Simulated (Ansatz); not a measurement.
## Convergence notes, G0W0 on KBr (Pm-3m)

KBr (Pm-3m) from a database structure, relaxed with r2SCAN; one-shot G0W0 in Ansatz without spin-orbit coupling. Calculated for a static, non-magnetic cell.

```cif
data_structure
_symmetry_space_group_name_H-M 'Pm-3m'
_symmetry_Int_Tables_number 221
_cell_length_a 3.9759
_cell_length_b 3.9759
_cell_length_c 3.9759
_cell_angle_alpha 90.000
_cell_angle_beta 90.000
_cell_angle_gamma 90.000
_cell_volume 62.85
loop_
_atom_site_label
_atom_site_type_symbol
_atom_site_symmetry_multiplicity
_atom_site_Wyckoff_symbol
_atom_site_fract_x
_atom_site_fract_y
_atom_site_fract_z
_atom_site_occupancy
K1 K 1 a 0.00000 0.00000 0.00000 1
Br1 Br 1 b 0.50000 0.50000 0.50000 1
```

Gaps are read over the mesh points alone. G0W0 values are finite-basis, finite-mesh values.
```json
{"start": "r2SCAN", "potentials": "PAW", "frequency model": "contour deformation", "mesh": "4×4×4", "empty bands": "102", "screening cutoff (eV)": "80", "Kohn-Sham gap (eV)": "4.77", "G0W0 gap (eV)": "6.51", "rough cost": "17 core-seconds"}
{"start": "r2SCAN", "potentials": "PAW", "frequency model": "contour deformation", "mesh": "4×4×4", "empty bands": "236", "screening cutoff (eV)": "140", "Kohn-Sham gap (eV)": "4.77", "G0W0 gap (eV)": "6.72", "rough cost": "80 core-seconds"}
{"start": "r2SCAN", "potentials": "PAW", "frequency model": "contour deformation", "mesh": "4×4×4", "empty bands": "434", "screening cutoff (eV)": "210", "Kohn-Sham gap (eV)": "4.77", "G0W0 gap (eV)": "6.80", "rough cost": "5 core-minutes"}
{"start": "HSE06", "potentials": "PAW", "frequency model": "contour deformation", "mesh": "4×4×4", "empty bands": "236", "screening cutoff (eV)": "140", "Kohn-Sham gap (eV)": "5.19", "G0W0 gap (eV)": "6.93", "rough cost": "3 core-minutes"}
{"start": "LDA", "potentials": "PAW", "frequency model": "contour deformation", "mesh": "4×4×4", "empty bands": "236", "screening cutoff (eV)": "140", "Kohn-Sham gap (eV)": "3.62", "G0W0 gap (eV)": "6.18", "rough cost": "70 core-seconds"}
{"start": "PBE", "potentials": "PAW", "frequency model": "contour deformation", "mesh": "4×4×4", "empty bands": "236", "screening cutoff (eV)": "140", "Kohn-Sham gap (eV)": "4.02", "G0W0 gap (eV)": "6.37", "rough cost": "70 core-seconds"}
{"start": "r2SCAN", "potentials": "PAW", "frequency model": "Godby-Needs pole", "mesh": "4×4×4", "empty bands": "236", "screening cutoff (eV)": "140", "Kohn-Sham gap (eV)": "4.77", "G0W0 gap (eV)": "6.70", "rough cost": "90 core-seconds"}
{"start": "r2SCAN", "potentials": "PAW", "frequency model": "contour deformation", "mesh": "6×6×6", "empty bands": "102", "screening cutoff (eV)": "80", "Kohn-Sham gap (eV)": "4.77", "G0W0 gap (eV)": "6.50", "rough cost": "70 core-seconds"}
{"start": "r2SCAN", "potentials": "norm-conserving", "frequency model": "contour deformation", "mesh": "4×4×4", "empty bands": "236", "screening cutoff (eV)": "140", "Kohn-Sham gap (eV)": "4.77", "G0W0 gap (eV)": "6.66", "rough cost": "2.7 core-minutes"}
```

G0W0 moves the gap on the mesh from 4.77 eV (r2SCAN) to 6.80 eV (M to Γ). Renormalisation factors Z lie between 0.81 and 0.86.

Raising bands and cutoff together moves the gap by +0.21 eV (80 to 140 eV), then +0.08 eV (140 to 210 eV); the last step is still large, so the basis limit isn't reached. Starting from HSE06 (5.19 eV against r2SCAN's 4.77 eV) gives 6.93 eV, +0.21 eV from G0W0@r2SCAN at the same screening cutoff. Starting from LDA (3.62 eV against r2SCAN's 4.77 eV) gives 6.18 eV, -0.54 eV from G0W0@r2SCAN at the same screening cutoff. Starting from PBE (4.02 eV against r2SCAN's 4.77 eV) gives 6.37 eV, -0.35 eV from G0W0@r2SCAN at the same screening cutoff. The Godby-Needs plasmon pole differs from contour deformation by -0.02 eV. A 6×6×6 mesh in place of 4×4×4 changes the opening over r2SCAN by -0.02 eV (the gap on the mesh by -0.01 eV). Norm-conserving potentials (wave cutoff 1240 eV against 500 eV) shift the quasiparticle gap by -0.06 eV and the r2SCAN gap by 0.00 eV. r2SCAN runs take a wave cutoff of 500 eV.
